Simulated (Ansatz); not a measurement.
Hg (R-3m): electronic heat capacity and spin susceptibility from the density of states

These are results of DFT r2SCAN, scalar-relativistic, plane waves, PAW in Ansatz 0.2.0, not measurements.

Cutoff 500 eV; k points 12×12×12 on the computed 1-atom cell (Γ-centred); Gaussian smearing, width 0.10 eV; no spin polarisation.

Relaxed cell: R-3m, a = 3.922 Å, b = 3.922 Å, c = 6.066 Å, α = 90.00°, β = 90.00°, γ = 120.00°, 1 atom in the primitive cell.

The density of states at the Fermi level is 0.286 states/eV in the cell of 1 atom (1 formula unit; both spins, tetrahedra on a 18×18×18 mesh).

**Question.** What Sommerfeld coefficient and Pauli susceptibility does this give?

**Answer.** Per formula unit N(E_F) = 0.286 states/eV. γ = (π²/3) k_B² N(E_F) N_A = 2.357 mJ/(mol K²) per state/eV, so γ = 0.7 mJ/(mol K²), a mole of formula units. χ_P = μ_B² N(E_F) N_A = 3.23×10⁻⁵ emu/mol per state/eV gives 0.9×10⁻⁵ emu/mol. This is the bare band result: a measured γ of the same phase is as a rule larger by a factor 1 + λ from phonons and spin fluctuations, the spin part of χ is larger by the Stoner factor, and a measured χ also holds orbital and core terms. N(E_F) at one energy is sensitive to the mesh where the density of states has sharp peaks.

Spin-orbit coupling is left out, which matters for the bands of heavy elements.

Cost: 1 run of about 0.51 core-minutes, on Arm Neoverse V1 (shared hosts).